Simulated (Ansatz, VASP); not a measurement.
One calculation of Mg2H3, two programs

INCAR

```
PREC     = Accurate       # precision mode
ENCUT    = 520            # plane-wave cutoff, eV
EDIFF    = 1E-6           # SCF threshold, eV
ISMEAR   = 0              # smearing method
SIGMA    = 0.1            # smearing width, eV
LREAL    = F              # projectors in reciprocal space
LASPH    = T              # aspherical terms in the spheres
NELM     = 60             # most SCF steps
ALGO     = Normal         # electronic algorithm
ISIF     = 2              # what is computed and relaxed
LWAVE    = F              # write WAVECAR
LCHARG   = F              # write CHGCAR
GGA      = PE             # functional
NBANDS   = 18             # bands
```

KPOINTS

```
Automatic mesh
0
Gamma
  6 6 6
```

Contents of POSCAR:

```
Mg2H3
1.0
    2.6172066524      1.5110449652      4.7637091348
   -2.6172066524      1.5110449652      4.7637091348
    0.0000000000     -3.0220899306      4.7637091348
Mg H
4 6
Direct
    0.8521800000      0.8521800000      0.8521800000
    0.6478200000      0.6478200000      0.6478200000
    0.1478200000      0.1478200000      0.1478200000
    0.3521800000      0.3521800000      0.3521800000
    0.0562500000      0.4437500000      0.7500000000
    0.7500000000      0.0562500000      0.4437500000
    0.4437500000      0.7500000000      0.0562500000
    0.9437500000      0.5562500000      0.2500000000
    0.2500000000      0.9437500000      0.5562500000
    0.5562500000      0.2500000000      0.9437500000
```

Input for Ansatz:

```yaml
crystal:
  lattice:
    - [2.6172066524, 1.5110449652, 4.7637091348]
    - [-2.6172066524, 1.5110449652, 4.7637091348]
    - [0.0, -3.0220899306, 4.7637091348]
  atoms:
    - { symbol: Mg, position: [0.85218, 0.85218, 0.85218] }
    - { symbol: Mg, position: [0.64782, 0.64782, 0.64782] }
    - { symbol: Mg, position: [0.14782, 0.14782, 0.14782] }
    - { symbol: Mg, position: [0.35218, 0.35218, 0.35218] }
    - { symbol: H, position: [0.05625, 0.44375, 0.75] }
    - { symbol: H, position: [0.75, 0.05625, 0.44375] }
    - { symbol: H, position: [0.44375, 0.75, 0.05625] }
    - { symbol: H, position: [0.94375, 0.55625, 0.25] }
    - { symbol: H, position: [0.25, 0.94375, 0.55625] }
    - { symbol: H, position: [0.55625, 0.25, 0.94375] }
basis:
  ecutwfc: 420
kpoints:
  mp_grid: { grid: [6, 6, 6] }
hamiltonian:
  xc: pbe
scf:
  occupations: { method: gaussian, width: 0.1 }
  lower_state_search: "off"
output:
  forces: true
  stress: true
  eigenvalues: true
```

Alike in both runs: task single point; functional PBE; k mesh 6 × 6 × 6; occupations gaussian, width 0.1 eV; no spin polarisation.

|  | VASP | Ansatz |
| --- | --- | --- |
| version | VASP 6.6.1 | Ansatz 0.2.0 |
| potentials or method | VASP PAW PBE potentials, release 64 (Mg, H) | scalar-relativistic, plane waves, PAW |
| plane-wave cutoff (eV) | 520 | 420 |
| valence electrons in the cell | 14 | 46 |

VASP gave:

* gap on the k mesh at the Fermi level (eV): none
* pressure (GPa): -0.7
* largest component of the traceless stress (GPa): 0.59
* rms of the force components (eV/Å): 0.137

Question: Estimate Ansatz's values.

Answer: gap on the k mesh at the Fermi level (eV): none; pressure (GPa): -0.4; largest component of the traceless stress (GPa): 0.58; rms of the force components (eV/Å): 0.138.

Atom by atom the forces differ by 0.002 eV/Å (rms over components). A gap of «none» marks a metal or a gap that the smearing closes. The two sets of potentials don't hold the same shells in valence.
